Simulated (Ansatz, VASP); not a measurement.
## Two plane-wave programs on Te

File INCAR:

```
SYSTEM = Te
  ALGO = Normal
  EDIFF = 1E-7
  EDIFFG = -0.01
  ENCUT = 600
  GGA = RE
  IBRION = 2
  ISIF = 3
  ISMEAR = -1
  LASPH = .TRUE.
  LCHARG = .FALSE.
  LREAL = .FALSE.
  LWAVE = .FALSE.
  NELM = 80
  NSW = 40
  PREC = Accurate
  SIGMA = 0.05
```

KPOINTS

```
k-points
0
G
  9 9 9
  0 0 0
```

POSCAR

```
Te
1.0
    2.3059043427      1.3313144930      1.6909537039
   -2.3059043427      1.3313144930      1.6909537039
    0.0000000000     -2.6626289860      1.6909537039
Te
1
Direct
    0.5000000000      0.5000000000      0.5000000000
```

File input.yaml:

```yaml
crystal:
  lattice:
    - [2.3059043427, 1.331314493, 1.6909537039]
    - [-2.3059043427, 1.331314493, 1.6909537039]
    - [0.0, -2.662628986, 1.6909537039]
  atoms:
    - { symbol: Te, position: [0.5, 0.5, 0.5] }
hamiltonian:
  xc: revpbe
  pseudopotentials: { kind: paw }
kpoints:
  mp_grid: { grid: [9, 9, 9] }
scf:
  occupations: { method: fermi_dirac, width: 0.05 }
output:
  forces: true
  stress: true
  eigenvalues: true
relax:
  f_tol: 0.01
  max_steps: 40
  cell: { stress_tol: 0.05 }
```

This isn't the form of Te at room conditions, which is trigonal, of chains.

Alike in both runs: task relaxation of cell and atoms; functional revPBE; k mesh 9 × 9 × 9; occupations fermi-dirac, width 0.05 eV; no spin polarisation.

|  | VASP | Ansatz |
| --- | --- | --- |
| version | VASP 6.6.1 | Ansatz 0.2.0 |
| potentials or method | VASP PAW PBE potentials, release 64 (Te) | Ansatz PAW |
| plane-wave cutoff (eV) | 600 | 420 |
| valence electrons in the cell | 6 | 16 |

Ansatz gave:

* gap on the k mesh at the Fermi level, each at its own relaxed structure (eV): none
* relaxed volume (Å³/atom): 33.53
* relaxed cell length with the largest relative difference (Å): 3.225
* energy change over the relaxation (meV/atom): -27

**Question.** Estimate VASP's values.

**Answer.** gap on the k mesh at the Fermi level, each at its own relaxed structure (eV): none; relaxed volume (Å³/atom): 33.49; relaxed cell length with the largest relative difference (Å): 3.224; energy change over the relaxation (meV/atom): -26.

A gap of «none» marks a metal or a gap that the smearing closes. The two sets of potentials don't hold the same shells in valence.

Caveats: the PAW data sets were made with another functional, which shifts forces and pressure a little (VASP); the plane-wave basis is chosen anew once the cell has moved, so the energies of steps on either side of that aren't comparable (Ansatz); the PAW data sets come from PBE, with cores solved anew for the run's functional, which leaves a small shift of forces and pressure (Ansatz). Spin-orbit coupling is left out, which matters for the levels of Te.
